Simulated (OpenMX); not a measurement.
A run of OpenMX 3.8.5 is set up as follows.

File BP.dat:

```
System.CurrrentDirectory             ./
System.Name                          BP
DATA.PATH                            ./DFT_DATA13
level.of.stdout                      1
level.of.fileout                     0
Species.Number                       2
<Definition.of.Atomic.Species
  P   P7.0-s2p2d1f1          P_PBE13
  B   B7.0-s2p2d1            B_PBE13
Definition.of.Atomic.Species>

Atoms.Number                         2
Atoms.SpeciesAndCoordinates.Unit     FRAC
<Atoms.SpeciesAndCoordinates
    1  P     0.7500000000    0.7500000000    0.7500000000   2.500  2.500
    2  B     0.0000000000    0.0000000000    0.0000000000   1.500  1.500
Atoms.SpeciesAndCoordinates>

Atoms.UnitVectors.Unit               Ang
<Atoms.UnitVectors
     0.0000000000    2.2690000000    2.2690000000
     2.2690000000    0.0000000000    2.2690000000
     2.2690000000    2.2690000000    0.0000000000
Atoms.UnitVectors>

scf.XcType                           GGA-PBE
scf.SpinPolarization                 off
scf.ElectronicTemperature            580.226
scf.energycutoff                     300.0
scf.maxIter                          100
scf.EigenvalueSolver                 band
scf.Kgrid                            11 11 11
scf.Mixing.Type                      rmm-diisk
scf.Init.Mixing.Weight               0.05
scf.Min.Mixing.Weight                0.001
scf.Max.Mixing.Weight                0.3
scf.Mixing.History                   25
scf.Mixing.StartPulay                8
scf.criterion                        1.0e-8
scf.stress.tensor                    on
MD.Type                              nomd
```

Potentials or basis: OpenMX 2013 PBE set, P7.0-s2p2d1f1, B7.0-s2p2d1, grid cutoff 300 Ry.

Command:

```bash
$ openmx BP.dat -nt 1 > BP.std
```

Problem. Predict the band gap on the k mesh.

Solution. 1.32 eV, indirect (least direct gap 3.44 eV).

Problem. Predict the Mulliken charges.

Solution. P -0.82; B +0.82 e.

Problem. What does it give for the pressure?

Solution. 0.9 GPa.

Caveat: an odd mesh through Γ misses points on the zone boundary, where band edges often lie; the basis of atomic orbitals isn't converged, which shifts pressures, moduli and gaps. Expect the measured gap to be larger: semilocal functionals such as PBE lack the derivative discontinuity.
